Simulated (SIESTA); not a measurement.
Runs of SIESTA 5.4.2 on Si2Mo. Symmetry: I4/mmm, No. 139, tetragonal system. The conventional cell has a = 3.200 Å, b = 3.200 Å, c = 7.861 Å, α = 90.00°, β = 90.00°, γ = 90.00°. Mo (site symmetry 4/mmm) has 10 Si at 2.62 Å as nearest neighbours. Around Si (site symmetry 4mm) lie 5 Si at 2.61 to 2.63 Å and 5 Mo at 2.62 Å. 

| task | level | potentials or basis | spin | cell | k mesh | polarization grid | optimiser | force tolerance | stress tolerance (GPa) | grid cutoff | energy shift | gap on the mesh (eV) | pressure (GPa) | moment (μB) | largest force (eV/Å) |
| --- | --- | --- | --- | --- | --- | --- | --- | --- | --- | --- | --- | --- | --- | --- | --- |
| band structure | OLYP | PseudoDojo 0.4 standard (PBE files, fully relativistic), DZP (energy shift 0.002 Ry; radii capped at 9.5 bohr) | non-collinear, ferromagnetic start, SOC | as given | 9 × 9 × 9 | - | - | - | - | 800 Ry | 0.002 Ry | none | (a) | 0.00 | 0.30 |
| single point | PBE | PseudoDojo 0.4 standard (PBE files), DZP (energy shift 0.002 Ry) | off | as given | 12 × 12 × 12 | - | - | - | - | 800 Ry | 0.002 Ry | none | 2.7 | - | (b) |
| Berry-phase polarisation | PBE-libxc | PseudoDojo 0.4 standard (PBE files), TZDP (energy shift 0.01 Ry) | off | cell strained at random at fixed volume | 12 × 12 × 12 | 26 × 7 × 7 | - | - | - | 800 Ry | 0.01 Ry | none | 2.7 | - | 0.38 |
| single point | PBE | PseudoDojo 0.4 standard (PBE files), DZP (energy shift 0.002 Ry) | off | atoms moved at random, drawn with an rms of 0.05 Å | 12 × 12 × 12 | - | - | - | - | 800 Ry | 0.002 Ry | none | 3.0 | - | 0.95 |
| relaxation of cell and atoms | revPBE | SG15 1.2 (PBE files) or PseudoDojo by element, TZP (energy shift 0.01 Ry) | off | relaxed | 9 × 9 × 9 | - | Broyden | 0.01 eV/Å | 0.05 | 1200 Ry | 0.01 Ry | none | 0.0 | - | - |
| single point | APBE | PseudoDojo 0.4 standard (PBE files, fully relativistic), DZP (energy shift 0.005 Ry) | non-collinear, ferromagnetic start, SOC | as given | 9 × 9 × 9 | - | - | - | - | 800 Ry | 0.005 Ry | none | 4.5 | 0.00 | 0.26 |

Alike in all rows: smearing fermi-dirac 0.05 eV.

Question: Fill in the values left out.

Answer: (a) -3.1; (b) 0.28.

Caveats: semicore shells carry a single zeta, which can move pressures by several GPa and volumes by a few percent; the basis of atomic orbitals isn't converged, which shifts pressures, moduli and gaps; the potentials were made for another functional, which shifts forces and pressure (some runs).

A k mesh can miss the band edges, and rows without SOC leave out spin-orbit coupling on Mo.

A gap of «none» marks a metal or a gap under the smearing width.
